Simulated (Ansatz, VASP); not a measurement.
**TiAl in VASP and in Ansatz**

Contents of INCAR:

```
SYSTEM = TiAl
PREC     = Accurate       ! precision mode
ENCUT    = 520            ! plane-wave cutoff, eV
EDIFF    = 1E-6           ! SCF threshold, eV
ISMEAR   = -1             ! smearing method
SIGMA    = 0.05           ! smearing width, eV
LREAL    = .False.        ! projectors in reciprocal space
LASPH    = .True.         ! aspherical terms in the spheres
NELM     = 60             ! most SCF steps
ALGO     = Fast           ! electronic algorithm
ISIF     = 2              ! what is computed and relaxed
LWAVE    = .False.        ! write WAVECAR
LCHARG   = .True.         ! write CHGCAR
LELF     = .True.         ! ELF
LVHAR    = .True.       
NBANDS   = 14             ! bands
```

File KPOINTS:

```
Automatic mesh
0
Gamma
  11 11 6
  0 0 0
```

Contents of POSCAR:

```
TiAl
1.0
    2.8672622327      0.0000000000      0.0000000000
   -1.4336311163      2.4831219328      0.0000000000
    0.0000000000      0.0000000000      4.6780830000
Ti Al
1 1
Direct
    0.0000000000      0.0000000000      0.0000000000
    0.3333333333      0.6666666667      0.5000000000
```

File input.yaml:

```yaml
crystal:
  lattice:
    - [2.8672622327, 0.0, 0.0]
    - [-1.4336311163, 2.4831219328, 0.0]
    - [0.0, 0.0, 4.678083]
  atoms:
    - { symbol: Ti, position: [0.0, 0.0, 0.0] }
    - { symbol: Al, position: [0.3333333333, 0.6666666667, 0.5] }
kpoints:
  mp_grid: { grid: [11, 11, 6] }
  band_path:
    path:
      - [0.0, 0.0, 0.0]
      - [0.5, 0.0, 0.0]
      - [0.3333333333, 0.3333333333, 0.0]
      - [0.0, 0.0, 0.0]
      - [0.0, 0.0, 0.5]
      - [0.5, 0.0, 0.5]
      - [0.3333333333, 0.3333333333, 0.5]
      - [0.0, 0.0, 0.5]
    npoints: 12
scf:
  occupations: { method: fermi_dirac, width: 0.05 }
hamiltonian:
  xc: lda
  pseudopotentials: { kind: all_electron, lapw: { basis_error: 0.001 } }
output:
  forces: true
  stress: true
  eigenvalues: true
```

Alike in both runs: functional LDA; k mesh 11 × 11 × 6; occupations fermi-dirac, width 0.05 eV; no spin polarisation.

|  | VASP | Ansatz |
| --- | --- | --- |
| version | VASP 6.6.1 | Ansatz 0.2.0 |
| potentials or method | VASP PAW LDA potentials, release 64 (Ti_sv, Al) | all-electron LAPW, scalar-relativistic |
| plane-wave cutoff (eV) | 520 | see its input |
| task | single point | band structure |

VASP gave:

| Property | Result |
| --- | --- |
| gap on the k mesh at the Fermi level (eV) | none |
| pressure (GPa) | -6.1 |
| largest component of the traceless stress (GPa) | 0.81 |

**Question.** Which values does Ansatz return?

**Answer.** gap on the k mesh at the Fermi level (eV): none; pressure (GPa): -6.1; largest component of the traceless stress (GPa): 0.88.

A gap of «none» marks a metal or a gap that the smearing closes. Ansatz ran all-electron here, so the differences hold the error of VASP's frozen core and of both bases.
